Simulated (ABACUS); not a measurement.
A run of ABACUS 3.10.1 is set up as follows.

The input INPUT:

```
INPUT_PARAMETERS
suffix              SnTe
calculation         scf
basis_type          pw
pseudo_dir          ./
symmetry            1
dft_functional      pbe
ecutwfc             83
pseudo_rcut         10
nspin               1
nbands              19
ks_solver           dav
smearing_method     fd
smearing_sigma      0.00367493
scf_thr             1e-08
scf_nmax            100
mixing_type         broyden
mixing_beta         0.7
cal_force           1
cal_stress          1
kpar                4
```

The input STRU:

```
ATOMIC_SPECIES
Te 127.6000 Te.upf
Sn 118.7100 Sn.upf

LATTICE_CONSTANT
1.8897261246

LATTICE_VECTORS
0.0000000000 3.1508500000 3.1508500000
3.1508500000 0.0000000000 3.1508500000
3.1508500000 3.1508500000 0.0000000000

ATOMIC_POSITIONS
Direct

Te
0.0
1
0.5000000000 0.5000000000 0.5000000000 1 1 1

Sn
0.0
1
0.0000000000 0.0000000000 0.0000000000 1 1 1
```

The input KPT:

```
K_POINTS
0
Gamma
7 7 7 0 0 0
```

Potentials or basis: PseudoDojo NC SR 0.4.1 PBE standard, plane waves.

Command:

```console
$ OMP_NUM_THREADS=1 mpirun -np 4 abacus > log
```

(1) What does it give for the pressure?

Results:

(1) 2.3 GPa.
